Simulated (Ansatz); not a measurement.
MgS and the effect of the functional

Symmetry: P6_3mc, No. 186, hexagonal system. Conventional cell: a = 4.035 Å, b = 4.035 Å, c = 6.432 Å, α = 90.00°, β = 90.00°, γ = 120.00°. S (site symmetry 3m) is surrounded by 4 Mg at 2.45 to 2.47 Å. Mg (site symmetry 3m) has 4 S at 2.45 to 2.47 Å as nearest neighbours.

The cell comes from a database or a generator and needn't be the stable form of this composition.

Kept alike: task equation of state; k mesh 8 × 8 × 4; occupations fermi-dirac, width 0.05 eV; no spin polarisation. Program: Ansatz, Ansatz PAW. Cutoffs run from 420 to 500 eV. The mesh is that of the run's cell of 4 atoms. No spin-orbit coupling.

| run | volume (Å³/atom) | bulk modulus (GPa) |
| --- | --- | --- |
| A | 22.546 | 57.7 |
| B | 22.675 | 59.9 |
| C | 21.860 | 61.5 |

Volume and modulus come from cells scaled at fixed shape and fractions; off cubic symmetry such a modulus can lie above the relaxed one. All rows use potentials made for PBE.

Q: The runs differ in the functional (and the cutoff that goes with it) alone: LDA; PBEsol; r2SCAN. Which run is which?

A: Run A is PBEsol; run B is r2SCAN; run C is LDA. The volume runs from 21.860 (LDA) to 22.675 Å³/atom (r2SCAN). The bulk modulus runs from 57.7 (PBEsol) to 61.5 GPa (LDA).
